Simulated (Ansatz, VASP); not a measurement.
Al2Au in VASP and in Ansatz

The input POSCAR:

```
Al2Au
1.0
    0.0000000000      3.0491890704      3.0491890704
    3.0491890704      0.0000000000      3.0491890704
    3.0491890704      3.0491890704      0.0000000000
Al Au
2 1
Direct
    0.2500000000      0.2500000000      0.2500000000
    0.7500000000      0.7500000000      0.7500000000
    0.0000000000      0.0000000000      0.0000000000
```

The input INCAR.step1:

```
SYSTEM = Al2Au
PREC     = Accurate       ! precision mode
ENCUT    = 520            ! plane-wave cutoff, eV
ISMEAR   = -1             ! smearing method
SIGMA    = 0.2            ! smearing width, eV
LREAL    = .False.        ! projectors in reciprocal space
LASPH    = .True.         ! aspherical terms in the spheres
NELM     = 80             ! most SCF steps
NBANDS   = 16             ! bands
GGA      = PE             ! functional
ALGO     = Normal         ! electronic algorithm
EDIFF    = 1E-4           ! SCF threshold, eV
LWAVE    = .True.         ! write WAVECAR
LCHARG   = .False.        ! write CHGCAR
```

INCAR.step2

```
SYSTEM = Al2Au
PREC     = Accurate       ! precision mode
ENCUT    = 520            ! plane-wave cutoff, eV
EDIFF    = 1E-6           ! SCF threshold, eV
ISMEAR   = -1             ! smearing method
SIGMA    = 0.2            ! smearing width, eV
LREAL    = .False.        ! projectors in reciprocal space
LASPH    = .True.         ! aspherical terms in the spheres
NELM     = 80             ! most SCF steps
ALGO     = Normal         ! electronic algorithm
ISIF     = 2              ! what is computed and relaxed
LWAVE    = .False.        ! write WAVECAR
LCHARG   = .True.         ! write CHGCAR
METAGGA  = R2SCAN         ! meta-GGA
LMIXTAU  = .True.       
IVDW     = 12             ! dispersion correction
VDW_S6   = 1.0          
VDW_S8   = 0.78981345   
VDW_A1   = 0.49484001   
VDW_A2   = 5.73083694   
LELF     = .True.         ! ELF
LVHAR    = .True.       
NBANDS   = 16             ! bands
ISTART   = 1
```

File KPOINTS:

```
regular mesh
0
Gamma
  7 7 7
  0 0 0
```

Input for Ansatz:

```yaml
crystal:
  lattice:
    - [0.0, 3.0491890704445606, 3.0491890704445606]
    - [3.0491890704445606, 0.0, 3.0491890704445606]
    - [3.0491890704445606, 3.0491890704445606, 0.0]
  atoms:
    - { symbol: Al, position: [0.25, 0.25, 0.25] }
    - { symbol: Al, position: [0.75, 0.75, 0.75] }
    - { symbol: Au, position: [0.0, 0.0, 0.0] }
accuracy: low
kpoints:
  mp_grid:
    grid: [7, 7, 7]
hamiltonian:
  xc: r2scan
  dispersion: d3bj
  pseudopotentials:
    kind: nc
scf:
  mixing:
    algorithm: msr1
    beta: 0.4
    ndim: 12
  occupations:
    method: fermi_dirac
    width: 0.2
```

Alike in both runs: task single point; functional r2SCAN; dispersion D3(BJ); k mesh 7 × 7 × 7; occupations fermi-dirac, width 0.2 eV; no spin polarisation.

|  | VASP | Ansatz |
| --- | --- | --- |
| version | VASP 6.6.1 | Ansatz 0.2.0 |
| potentials or method | VASP PAW PBE potentials, release 64 (Al, Au) | plane waves, norm-conserving potentials |
| plane-wave cutoff (eV) | 520 | 1034 |
| valence electrons in the cell | 17 | 25 |

|  | VASP | Ansatz | Ansatz less VASP |
| --- | --- | --- | --- |
| dispersion energy (meV/atom) | -180.7 | -180.8 | -0.10 |

The two sets of potentials don't hold the same shells in valence. Ansatz warned: «dispersion_damping_borrowed».

 Spin-orbit coupling is left out, which matters for the levels of Au.
